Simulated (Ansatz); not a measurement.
Li3N (Li3N type, space group P6/mmm)

```
CELL_PARAMETERS angstrom
      3.60977     0.00000     0.00000
     -1.80489     3.12615     0.00000
      0.00000     0.00000     3.85578
ATOMIC_POSITIONS crystal
  Li 0.00000 0.00000 0.50000
  Li 0.33333 0.66667 0.00000
  Li 0.66667 0.33333 0.00000
  N  0.00000 0.00000 0.00000
```

Level of theory: r2SCAN (plane waves to 500 eV, PAW, scalar-relativistic; Ansatz, an electronic-structure program). Harmonic phonons by density-functional perturbation theory on a 12×12×10 k mesh, in cm⁻¹; i marks imaginary ones, q is in fractions of the reciprocal vectors of the cell shown, and the three acoustic modes at Γ are left out. The non-analytic (LO-TO) term is not included, so polar modes at Γ have their transverse values. Li3N was relaxed with its symmetry unable to fall.

Question: Is the structure dynamically stable at Γ, M = (0.5, 0.0, 0.0), A = (0.0, 0.0, 0.5), L = (0.5, 0.0, 0.5)?

Answer: Unstable at this level: the lowest mode is 31i cm⁻¹ at Γ. Li3N is measured in this form, so the imaginary mode is a miss of this level unless the crystal transforms on cooling or is held by pressure.

Question: List the wavenumbers at Γ, M = (0.5, 0.0, 0.0), A = (0.0, 0.0, 0.5), L = (0.5, 0.0, 0.5), with degeneracies.

Answer: 
```tsv
q	wavenumbers (cm⁻¹)
Γ	31i, 326 (×2), 432 (×2), 505, 630 (×2), 682
M = (0.5, 0.0, 0.0)	122, 256, 287, 303, 318, 331, 389, 399, 522, 639, 667, 676
A = (0.0, 0.0, 0.5)	107, 116 (×2), 286, 289 (×2), 428 (×2), 592, 629 (×2), 652
L = (0.5, 0.0, 0.5)	137, 229, 286, 309, 338, 391, 489, 494, 497, 566, 662, 669
```
